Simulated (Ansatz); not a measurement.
AgCl (Cmcm) from a database structure, relaxed with r2SCAN in Ansatz. Space group Cmcm (No. 63), orthorhombic; a = 3.726 Å, b = 11.112 Å, c = 3.942 Å in the conventional setting, 20.40 Å³ an atom. Ag has 7 Cl at 2.73–3.24 Å; Cl has 7 Ag at 2.73–3.24 Å.

The axes x, y and z are those of this cell:
```xyz
4
Lattice="1.8631 -5.5560 0.0000 1.8631 5.5560 0.0000 0.0000 0.0000 3.9420" Properties=species:S:1:pos:R:3 pbc="T T T"
Ag    1.8631    1.1581    2.9565
Ag    1.8631   -1.1581    0.9855
Cl    1.8631   -4.0661    0.9855
Cl    1.8631    4.0661    2.9565
```

Unstrained: With PBE the valence top lies at Γ–Σ₀ (0.88 of the way from Γ) and the conduction bottom at Γ, 0.450 eV higher; the smallest vertical gap, at Γ, is 1.972 eV. r2SCAN gives an indirect gap of 1.006 eV, from Γ–Σ₀ (0.88 of the way from Γ) to Γ; the least direct gap is 2.579 eV at Γ. HSE06 gives an indirect gap of 1.864 eV, from Γ–Σ₀ (0.88 of the way from Γ) to Γ; the least direct gap is 3.535 eV at Γ. Meshes: PBE 8×8×6, r2SCAN 8×8×6, HSE06 6×6×4. Strains are changes of length per length. After each strain the atoms were relaxed again with r2SCAN in this cell and within any symmetry left, so distortions that break it or need a larger cell weren't tested; points keep the names that they have in the unstrained zone. No spin polarisation and no zero-point or thermal motion.

**Question.** Apply biaxial -5.08 % in x and y, z held. How far does the gap move, against the unstrained cell?

**Answer.** PBE: the gap goes from 0.450 to 0.531 eV (+0.081 eV). r2SCAN: the gap goes from 1.006 to 1.117 eV (+0.111 eV). HSE06: the gap goes from 1.864 to 1.958 eV (+0.094 eV). The r2SCAN energy rises by 38.2 meV an atom.

**Question.** Apply isotropic +5.91 % on every length. How far does the gap move, against the unstrained cell?

**Answer.** PBE: the gap goes from 0.450 to 0.618 eV (+0.168 eV). r2SCAN: the gap goes from 1.006 to 1.141 eV (+0.135 eV). HSE06: the gap goes from 1.864 to 2.072 eV (+0.208 eV). The r2SCAN energy rises by 70.9 meV an atom.

**Question.** Estimate what isotropic +1.65 % on every length does to the gap.

**Answer.** PBE: the gap goes from 0.450 to 0.441 eV (-0.009 eV). r2SCAN: the gap goes from 1.006 to 0.990 eV (-0.016 eV). HSE06: the gap goes from 1.864 to 1.860 eV (-0.004 eV). The r2SCAN energy rises by 7.6 meV an atom.

**Question.** For epitaxial -4.85 % in the xy plane, how far does the free direction move, and what happens to the gap?

**Answer.** The normal strain at zero normal stress is +7.27 %, 1.50 of the in-plane strain with the sign turned. PBE: the gap goes from 0.450 to 0.548 eV (+0.098 eV). r2SCAN: the gap goes from 1.006 to 1.139 eV (+0.133 eV). HSE06: the gap goes from 1.864 to 2.003 eV (+0.139 eV).

The runs are scalar-relativistic, without spin-orbit coupling.

The meshes of the hybrids are coarse, so their gaps aren't converged to the digits shown.
